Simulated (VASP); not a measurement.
# NaH (Pm-3m) in VASP: single point with r2SCAN

Aim: the single point of NaH with r2SCAN.

Program: VASP 6.6.1. These are calculated values, not measurements. Logs are shortened: lines on timing, memory, paths and dates and some standing lists are left out, and cuts for length are marked.

**1. Starting point**

The structure is cubic, space group Pm-3m (No. 221). The conventional cell has a = 2.955 Å, b = 2.955 Å, c = 2.955 Å, α = 90.00°, β = 90.00°, γ = 90.00°. Around Na (site symmetry m-3m) lie 8 H at 2.56 Å. H (site symmetry m-3m) is surrounded by 8 Na at 2.56 Å.

The cell comes from a database or a generator and needn't be the stable form of this composition.

**2. Single point, r2SCAN**

File POSCAR:

```
NaH
1.0
    2.9551240000      0.0000000000      0.0000000000
    0.0000000000      2.9551240000      0.0000000000
    0.0000000000      0.0000000000      2.9551240000
Na H
1 1
Direct
    0.0000000000      0.0000000000      0.0000000000
    0.5000000000      0.5000000000      0.5000000000
```

File INCAR.step1:

```
SYSTEM = NaH
ALGO     = Normal         ! electronic algorithm
EDIFF    = 1E-4           ! SCF threshold, eV
ENCUT    = 520            ! plane-wave cutoff, eV
GGA      = PE             ! functional
ISMEAR   = 0              ! smearing method
LASPH    = .True.         ! aspherical terms in the spheres
LCHARG   = .False.        ! write CHGCAR
LREAL    = .False.        ! projectors in reciprocal space
LWAVE    = .True.         ! write WAVECAR
NBANDS   = 11             ! bands
NELM     = 100            ! most SCF steps
PREC     = Accurate       ! precision mode
SIGMA    = 0.1            ! smearing width, eV
```

File INCAR.step2:

```
SYSTEM = NaH
ALGO     = Normal         ! electronic algorithm
EDIFF    = 1E-7           ! SCF threshold, eV
ENCUT    = 520            ! plane-wave cutoff, eV
ISIF     = 2              ! what is computed and relaxed
ISMEAR   = 0              ! smearing method
ISTART   = 1            
LASPH    = .True.         ! aspherical terms in the spheres
LCHARG   = .False.        ! write CHGCAR
LMIXTAU  = .True.       
LREAL    = .False.        ! projectors in reciprocal space
LWAVE    = .False.        ! write WAVECAR
METAGGA  = R2SCAN         ! meta-GGA
NBANDS   = 11             ! bands
NELM     = 100            ! most SCF steps
PREC     = Accurate       ! precision mode
SIGMA    = 0.1            ! smearing width, eV
```

File KPOINTS:

```
k-points
0
Gamma
  6 6 6
  0 0 0
```

Potentials or basis: VASP PAW PBE potentials, release 64 (Na_pv, H).

Run with:

```bash
$ cat potpaw_PBE.64/Na_pv/POTCAR potpaw_PBE.64/H/POTCAR > POTCAR
$ cp INCAR.step1 INCAR
$ mpirun -np 1 vasp_std > vasp.out
$ cp INCAR.step2 INCAR
$ mpirun -np 1 vasp_std > vasp.out
```

OUTCAR:

```text
SYSTEM = NaH
   EDIFF = 1E-7
   ENCUT = 520
   ISIF = 2
   ISMEAR = 0
   ISTART = 1
   LASPH = .True.
   LREAL = .False.
   METAGGA = R2SCAN
   NELM = 100
   PREC = Accurate

 ion  position               nearest neighbor table
   1  0.000  0.000  0.000-
   2  0.500  0.500  0.500-

  LATTYP: Found a simple cubic cell.
 ALAT       =     2.9551240000

  Lattice vectors:

 A1 = (   2.9551240000,   0.0000000000,   0.0000000000)
 A2 = (   0.0000000000,   2.9551240000,   0.0000000000)
 A3 = (   0.0000000000,   0.0000000000,   2.9551240000)

Analysis of symmetry for initial positions (statically):
=====================================================================
 Subroutine PRICEL returns:
 Original cell was already a primitive cell.

 Routine SETGRP: Setting up the symmetry group for a
 simple cubic supercell.

 Subroutine GETGRP returns: Found 48 space group operations
 (whereof 48 operations were pure point group operations)
 out of a pool of 48 trial point group operations.

The static configuration has the point symmetry O_h .

Analysis of symmetry for dynamics (positions and initial velocities):
=====================================================================
 Subroutine PRICEL returns:
 Original cell was already a primitive cell.

 Routine SETGRP: Setting up the symmetry group for a
 simple cubic supercell.

 Subroutine GETGRP returns: Found 48 space group operations
 (whereof 48 operations were pure point group operations)
 out of a pool of 48 trial point group operations.

The dynamic configuration has the point symmetry O_h .

 Subroutine INISYM returns: Found 48 space group operations
 (whereof 48 operations are pure point group operations),
 and found     1 'primitive' translations

----------------------------------------------------------------------------------------

                                     Primitive cell

  volume of cell :      25.8064

  direct lattice vectors                    reciprocal lattice vectors
     2.955124000  0.000000000  0.000000000     0.338395275  0.000000000  0.000000000
     0.000000000  2.955124000  0.000000000     0.000000000  0.338395275  0.000000000
     0.000000000  0.000000000  2.955124000     0.000000000  0.000000000  0.338395275

  length of vectors
     2.955124000  2.955124000  2.955124000     0.338395275  0.338395275  0.338395275

  position of ions in fractional coordinates (direct lattice)
     0.000000000  0.000000000  0.000000000
     0.500000000  0.500000000  0.500000000

  ion indices of the primitive-cell ions
   primitive index   ion index
                 1           1
                 2           2

----------------------------------------------------------------------------------------

 KPOINTS: k-points

Automatic generation of k-mesh.
 Grid dimensions read from file:
 generate k-points for:    6    6    6

 Generating k-lattice:

  Cartesian coordinates                     Fractional coordinates (reciprocal lattice)
     0.056399213  0.000000000  0.000000000     0.166666667  0.000000000  0.000000000
     0.000000000  0.056399213  0.000000000     0.000000000  0.166666667  0.000000000
     0.000000000  0.000000000  0.056399213     0.000000000  0.000000000  0.166666667

  Length of vectors
     0.056399213  0.056399213  0.056399213

  Shift w.r.t. Gamma in fractional coordinates (k-lattice)
     0.000000000  0.000000000  0.000000000

 Subroutine IBZKPT returns following result:
 ===========================================

 Found     20 irreducible k-points:

 Following reciprocal coordinates:
            Coordinates               Weight
  0.000000  0.000000  0.000000      1.000000
  0.166667  0.000000  0.000000      6.000000
  0.333333  0.000000  0.000000      6.000000
  0.500000  0.000000  0.000000      3.000000
  0.166667  0.166667  0.000000     12.000000
  0.333333  0.166667  0.000000     24.000000
[... 12 lines left out ...]
  0.500000  0.500000  0.333333      6.000000
  0.500000  0.500000  0.500000      1.000000
   k-points           NKPTS =     20   k-points in BZ     NKDIM =     20   number of bands    NBANDS=     11
   number of dos      NEDOS =    301   number of ions     NIONS =      2
   total plane-waves  NPLWV =  13824
   dimension x,y,z NGX =    24 NGY =   24 NGZ =   24
   dimension x,y,z NGXF=    48 NGYF=   48 NGZF=   48
   ions per type =               1   1
   NGX,Y,Z   is equivalent  to a cutoff of  13.50, 13.50, 13.50 a.u.
   NGXF,Y,Z  is equivalent  to a cutoff of  27.00, 27.00, 27.00 a.u.
 SYSTEM =  NaH
   PREC   = accura    normal or accurate (medium, high low for compatibility)
   ISTART =      1    job   : 0-new  1-cont  2-samecut
   ICHARG =      0    charge: 1-file 2-atom 10-const
   ISPIN  =      1    spin polarized calculation?
   LNONCOLLINEAR =      F non collinear calculations
   LSORBIT =      F    spin-orbit coupling
   LASPH  =      T    aspherical Exc in radial PAW
   ENCUT  =  520.0 eV  38.22 Ry    6.18 a.u.   5.49  5.49  5.49*2*pi/ulx,y,z
   NELM   =    100;   NELMIN=  2; NELMDL=  0     # of ELM steps
   EDIFF  = 0.1E-06   stopping-criterion for ELM
   LREAL  =      F    real-space projection
   EDIFFG = 0.1E-05   stopping-criterion for IOM
   NSW    =      0    number of steps for IOM
   IBRION =     -1    ionic relax: 0-MD 1-quasi-New 2-CG
   NFREE  =      0    steps in history (QN), initial steepest desc. (CG)
   ISIF   =      2    stress and relaxation
   ISYM   =      2    0-nonsym 1-usesym 2-fastsym
   POTIM  = 0.5000    time-step for ionic-motion
   TEBEG  =    0.0;   TEEND  =   0.0 temperature during run
   PSTRESS=    0.0 pullay stress
   NELECT =       8.0000    total number of electrons
   NUPDOWN=      -1.0000    fix difference up-down
   EMIN   =  10.00;   EMAX   =-10.00  energy-range for DOS
   EFERMI =   0.00;   METHOD = LEGACY
   ISMEAR =     0;   SIGMA  =   0.10  broadening in eV -4-tet -1-fermi 0-gaus
   EFERMI_NEDOS =   21; number of points for ismear=-14 and -15
   IALGO  =     38    algorithm
   IMIX   =      4    mixing-type and parameters
     AMIX     =   0.40;   BMIX     =  1.00
     AMIX_MAG =   1.60;   BMIX_MAG =  1.00
  volume/ion in A,a.u.               =      12.90        87.08
  Fermi-wavevector in a.u.,A,eV,Ry     =   1.107973  2.093765 16.702564  1.227604
  Thomas-Fermi vector in A             =   2.244494
   LORBIT       =      0    0 simple, 1 ext, 2 COOP (PROOUT), +10 PAW based schemes
   METAGGA = R2SCAN    functional components
   LHFCALC =     F    Hartree Fock is set to
   AEXX    =    0.0000 exact exchange contribution
   IVDW    =     0    specifies the selected vdW correction
   LEPSILON=     F    determine dielectric tensor
   LRPA    =     F    only Hartree local field effects (RPA)
 non-spin polarized calculation
 Gauss-broadening in eV      SIGMA  =   0.10
  energy-cutoff  :      520.00
  volume of cell :       25.81
 maximum number of plane-waves:       739
 NGX is ok and might be reduce to    24
   NGX = 11   NGY = 11   NGZ = 11

 number of electron       8.0000007 magnetization

 Free energy of the ion-electron system (eV)
  ---------------------------------------------------
  ext. energy  EPLUGINS =         0.00000000
  ---------------------------------------------------
  free energy    TOTEN  =        -7.29060753 eV

  energy without entropy =       -7.29060753  energy(sigma->0) =       -7.29060753

 E-fermi :   1.5003     XC(G=0):  -8.5608

 val. band max:        1.0608081589   @ k =   0.5000   0.5000   0.5000
 cond. band min:       2.6636119235   @ k =   0.5000   0.0000   0.0000
 fundamental gap:      1.6028037645
 Fermi energy:         1.5002520267

 k-point     1 :       0.0000    0.0000    0.0000
  band No.  band energies     occupation
      1     -24.4240      2.00000
      2     -24.4240      2.00000
      3     -24.4240      2.00000
      4      -4.8984      2.00000
      5      10.7452      0.00000
      6      12.6450      0.00000
      7      12.6450      0.00000
      8      14.3456      0.00000
      9      14.3456      0.00000
     10      14.3456      0.00000
     11      27.5845      0.00000

 k-point     2 :       0.1667    0.0000    0.0000
  band No.  band energies     occupation
      1     -24.4659      2.00000
      2     -24.4203      2.00000
      3     -24.4203      2.00000
      4      -4.4658      2.00000
      5       8.0669      0.00000
      6      11.8535      0.00000
      7      13.1105      0.00000
      8      14.6563      0.00000
      9      14.6563      0.00000
     10      18.8673      0.00000
     11      24.7945      0.00000

 k-point     3 :       0.3333    0.0000    0.0000
  band No.  band energies     occupation
      1     -24.5490      2.00000
      2     -24.4129      2.00000
      3     -24.4129      2.00000
      4      -3.3238      2.00000
      5       4.4155      0.00000
      6      12.5618      0.00000
      7      14.4521      0.00000
      8      15.4892      0.00000
      9      15.4892      0.00000
     10      20.9758      0.00000
     11      21.6915      0.00000

 k-point     4 :       0.5000    0.0000    0.0000
  band No.  band energies     occupation
      1     -24.5900      2.00000
      2     -24.4093      2.00000
      3     -24.4093      2.00000
      4      -2.4318      2.00000
      5       2.6636      0.00000
      6      13.0044      0.00000
      7      15.8427      0.00000
      8      16.1481      0.00000
      9      16.1481      0.00000
     10      18.6085      0.00000
     11      20.2522      0.00000
[... 183 lines left out ...]
 k-point    18 :       0.5000    0.3333    0.3333
  band No.  band energies     occupation
      1     -24.5499      2.00000
      2     -24.5100      2.00000
      3     -24.5058      2.00000
      4      -0.1189      2.00000
      5       6.1870      0.00000
      6       8.3497      0.00000
      7       9.3261      0.00000
      8      11.7911      0.00000
      9      13.0008      0.00000
     10      14.9234      0.00000
     11      21.3403      0.00000

 k-point    19 :       0.5000    0.5000    0.3333
  band No.  band energies     occupation
      1     -24.5438      2.00000
      2     -24.5438      2.00000
      3     -24.5027      2.00000
      4       0.4665      2.00000
      5       7.3023      0.00000
      6       7.3023      0.00000
      7       9.8519      0.00000
      8      10.4062      0.00000
      9      13.0771      0.00000
     10      13.0771      0.00000
     11      20.0497      0.00000

 k-point    20 :       0.5000    0.5000    0.5000
  band No.  band energies     occupation
      1     -24.5380      2.00000
      2     -24.5380      2.00000
      3     -24.5380      2.00000
      4       1.0608      2.00000
      5       8.3389      0.00000
      6       8.3389      0.00000
      7       8.3389      0.00000
      8      11.1530      0.00000
      9      11.1530      0.00000
     10      11.1530      0.00000
     11      18.6842      0.00000

------------------------ aborting loop because EDIFF is reached ----------------------------------------

  FORCE on cell =-STRESS in cart. coord.  units (eV):
  Direction    XX          YY          ZZ          XY          YZ          ZX
  --------------------------------------------------------------------------------------
  -------------------------------------------------------------------------------------
  Total       -0.1461948     -0.1461948     -0.1461948      0.0000000      0.0000000     -0.0000000
  in kB       -9.0764379     -9.0764379     -9.0764379      0.0000000      0.0000000     -0.0000000
  external PRESSURE =      -9.0764379 kB  Pullay stress =       0.0000000 kB

 VOLUME and BASIS-vectors are now :
 -----------------------------------------------------------------------------
  energy-cutoff  :      520.00
  volume of cell :       25.81
      direct lattice vectors                 reciprocal lattice vectors
     2.955124000  0.000000000  0.000000000     0.338395275  0.000000000  0.000000000
     0.000000000  2.955124000  0.000000000     0.000000000  0.338395275  0.000000000
     0.000000000  0.000000000  2.955124000     0.000000000  0.000000000  0.338395275

 POSITION                                       TOTAL-FORCE (eV/Angst)
 -----------------------------------------------------------------------------------
      0.00000      0.00000      0.00000         0.000000      0.000000      0.000000
      1.47756      1.47756      1.47756         0.000000      0.000000      0.000000
 -----------------------------------------------------------------------------------
    total drift:                                0.000000      0.000000      0.000000

  FREE ENERGIE OF THE ION-ELECTRON SYSTEM (eV)
  ---------------------------------------------------
  free  energy   TOTEN  =        -7.2906075288 eV

  energy  without entropy=       -7.2906075288  energy(sigma->0) =       -7.29060753
```

It took 9.8 s on 1 thread of Intel Xeon 6975P-C (Granite Rapids), shared host; peak memory 0.13 GiB.

Results:

| Item | Value |
| --- | --- |
| Free energy | -7.2906 eV |
| Pressure | -0.9 GPa |
| Band gap on the k mesh | 1.60 eV, indirect (least direct gap 5.10 eV) |

Levels at points of the mesh, in eV from the valence-band top:
| k point | band 1 | band 2 | band 3 | band 4 | band 5 | band 6 | band 7 | band 8 | band 9 |
| --- | --- | --- | --- | --- | --- | --- | --- | --- | --- |
| (0.00, 0.00, 0.00) | -25.48 | -25.48 | -25.48 | -5.96 | 9.68 | 11.58 | 11.58 | 13.28 | 13.28 |
| (0.50, 0.00, 0.00) | -25.65 | -25.47 | -25.47 | -3.49 | 1.60 | 11.94 | 14.78 | 15.09 | 15.09 |
| (0.50, 0.50, 0.00) | -25.62 | -25.62 | -25.46 | -1.82 | 4.81 | 4.81 | 7.75 | 15.66 | 19.42 |
| (0.50, 0.50, 0.50) | -25.60 | -25.60 | -25.60 | 0.00 | 7.28 | 7.28 | 7.28 | 10.09 | 10.09 |

Caveat: the PAW data sets were made with another functional, which shifts forces and pressure a little. r2SCAN opens gaps a little over a GGA but as a rule still falls short of measured ones.
